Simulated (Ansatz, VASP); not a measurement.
**Y: VASP beside Ansatz**

Contents of INCAR:

```
  PREC = Accurate
  ENCUT = 520
  EDIFF = 1E-8
  ISMEAR = -1
  SIGMA = 0.03
  LREAL = F
  LASPH = T
  NELM = 60
  ALGO = Normal
  ISIF = 2
  LWAVE = F
  LCHARG = F
  GGA = PE
  LEFG = T
  NBANDS = 12
```

The input KPOINTS:

```
regular mesh
0
Gamma
  14 14 14
```

The input POSCAR:

```
Y
1.0
    0.0000000000      2.5337378637      2.5337378637
    2.5337378637      0.0000000000      2.5337378637
    2.5337378637      2.5337378637      0.0000000000
Y
1
Direct
    0.0000000000      0.0000000000      0.0000000000
```

Input for Ansatz:

```yaml
crystal:
  lattice:
    - [0.0, 2.5337378637, 2.5337378637]
    - [2.5337378637, 0.0, 2.5337378637]
    - [2.5337378637, 2.5337378637, 0.0]
  atoms:
    - { symbol: "Y", position: [0.0, 0.0, 0.0] }
kpoints:
  mp_grid: { grid: [14, 14, 14] }
scf:
  occupations: { method: fermi_dirac, width: 0.03 }
hamiltonian:
  xc: pbe
  pseudopotentials: { kind: all_electron, datasets: crystal }
output:
  forces: true
  stress: true
  eigenvalues: true
  efg: { contact_densities: true }
```

Change from the starting cell: volume scaled by 1.06, crystal datasets.

Alike in both runs: task electric field gradients; functional PBE; k mesh 14 × 14 × 14; occupations fermi-dirac, width 0.03 eV; no spin polarisation.

|  | VASP | Ansatz |
| --- | --- | --- |
| version | VASP 6.6.1 | Ansatz 0.2.0 |
| potentials or method | VASP PAW PBE potentials, release 64 (Y_sv) | all-electron PAW with datasets made for the crystal, scalar-relativistic |
| plane-wave cutoff (eV) | 520 | see its input |

```csv
,VASP,Ansatz,Ansatz less VASP
pressure (GPa),-0.2,-0.1,+0.11
Vzz of the field gradient on the site that differs most (V/Å²),0.0,0.0,0.00
```

Ansatz ran all-electron here, so the differences hold the error of VASP's frozen core and of both bases. Ansatz warned: «gradients_without_spin_orbit».
